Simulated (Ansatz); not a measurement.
# Ni: changing the pressure

The cell as given:

```cif
data_structure
_symmetry_space_group_name_H-M 'P6_3/mmc'
_symmetry_Int_Tables_number 194
_cell_length_a 2.4480
_cell_length_b 2.4480
_cell_length_c 4.0728
_cell_angle_alpha 90.000
_cell_angle_beta 90.000
_cell_angle_gamma 120.000
_cell_volume 21.14
loop_
_atom_site_label
_atom_site_type_symbol
_atom_site_symmetry_multiplicity
_atom_site_Wyckoff_symbol
_atom_site_fract_x
_atom_site_fract_y
_atom_site_fract_z
_atom_site_occupancy
Ni1 Ni 2 c 0.66667 0.33333 0.75000 1
```

This isn't the form of Ni at room conditions, which is fcc.

Kept alike: task relaxation of cell and atoms; functional PBEsol; k mesh 12 × 12 × 7; occupations fermi-dirac, width 0.05 eV; collinear spin, ferromagnetic start. Program: Ansatz, all-electron LAPW, scalar-relativistic. The mesh is that of the run's cell of 2 atoms. No spin-orbit coupling.

| pressure, P (GPa) | volume (Å³/atom) | first edge of the run's cell (Å) | third edge of the run's cell (Å) | largest site moment (μB) |
| --- | --- | --- | --- | --- |
| 0 | 10.421 | 2.450 | 4.010 | 0.68 |
| 5 | 10.206 | 2.433 | 3.983 | 0.67 |
| 10 | 10.013 | 2.417 | 3.958 | 0.66 |
| 20 | 9.680 | 2.390 | 3.915 | 0.64 |
| 30 | 9.399 | 2.366 | 3.878 | 0.62 |

The relaxations keep at least the cell's symmetry (P6_3/mmc). For a metal such a mesh leaves the last digits unconverged. The runs follow the start's structure, whether or not it is the stable one at these pressures. P is the pressure aimed at, which the runs meet within some hundredths to tenths of a GPa. The runs hold the magnetic state that their start led to, which needn't be the lowest. Site moments count inside each atom's sphere or projector.

The volume falls from 10.421 to 9.399 Å³/atom between 0 and 30 GPa. The volume falls ever more slowly, since the solid stiffens under load. At the pressures aimed at, which the runs meet within some tenths of a GPa, the step from 0 to 5 GPa gives a mean bulk modulus near 240 GPa, the last step 339 GPa. The first edge of the run's cell falls from 2.450 to 2.366 Å between 0 and 30 GPa. The third edge of the run's cell falls from 4.010 to 3.878 Å between 0 and 30 GPa. The largest site moment falls from 0.68 to 0.62 μB between 0 and 30 GPa.
